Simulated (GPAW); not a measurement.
Crystal: ZrS2.

```
Zr S
1.0
     3.69138    0.00000    0.00000
    -1.84569    3.19683    0.00000
     0.00000    0.00000    6.04108
Zr S
1 2
Direct
  0.00000 0.00000 0.00000
  0.33333 0.66667 0.23791
  0.66667 0.33333 0.76209
```

The cell is a database's computed one.

Base run:

```yaml
Program: GPAW 26.7.0
Functional: PBEsol
Potentials_or_basis: PAW data sets generated in the run's folder for this functional
Cutoff: 600 eV
Basis: pw
k_mesh: 8 × 8 × 5
Occupations: fermi-dirac, width 0.05 eV
Spin: no spin polarisation
Hubbard_terms: Zr d U = 1 eV
```

Its results: band gap on the k mesh 1.12 eV, indirect (least direct gap 1.77 eV); pressure -1.9 GPa.

Question: The run is repeated on the same cell with these changes: hubbard terms from Zr d U = 1 eV to Zr d U = 2 eV. What comes out?

Answer: Band gap on the k mesh 1.26 eV, indirect (least direct gap 1.93 eV); pressure -1.0 GPa.

Caveats: this functional lacks dispersion, which binds the layers, so the pressure and a relaxed spacing across them are unreliable.
